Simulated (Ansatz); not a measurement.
TiCo:

```
CELL_PARAMETERS angstrom
2.98611 0.00000 0.00000
0.00000 2.98611 0.00000
0.00000 0.00000 2.98611
ATOMIC_POSITIONS crystal
Co 0.50000 0.50000 0.50000
Ti 0.00000 0.00000 0.00000
```

The cell comes from a database or a generator and needn't be the stable form of this composition.

```yaml
Program: Ansatz 0.2.0
Task: relaxation of cell and atoms
Functional: LDA
Potentials_or_basis: Ansatz PAW
Cutoff: "420 eV (not typed: the program's choice for these potentials)"
k_mesh: 9 × 9 × 9
Occupations: fermi-dirac, width 0.05 eV
Spin: collinear spin, ferromagnetic start
Starting_moments: "[2.0, 1.0] μB"
```

At the start: volume 13.31 Å³/atom.

Task: Where does the relaxation end?

Result: It ends after 7 steps and the volume is 12.24 Å³/atom (-8.1 %); space group Pm-3m (No. 221, to 0.05 Å); moment 0.42 μB per cell.

The path:
```
step  energy change (eV)  largest force (eV/Å)  volume (Å³)
   1              0.0000                0.0000        26.63
   2             -0.1076                0.0000        24.43
   3             -0.1076                0.0000        24.49
   4             -0.1076                0.0000        24.48
   5             -0.1064                0.0000        24.48
   6             -0.1064                0.0000        24.47
   7             -0.1064                0.0000        24.47
```

Final structure:
```
Co Ti
1.0
     2.90331    0.00000    0.00000
     0.00000    2.90331    0.00000
     0.00000    0.00000    2.90331
Co Ti
1 1
Direct
  0.50000 0.50000 0.50000
  0.00000 0.00000 0.00000
```

Caveat: the plane-wave basis is chosen anew once the cell has moved, so the energies of steps on either side of that aren't comparable; the PAW data sets come from PBE, with cores solved anew for the run's functional, which leaves a small shift of forces and pressure.
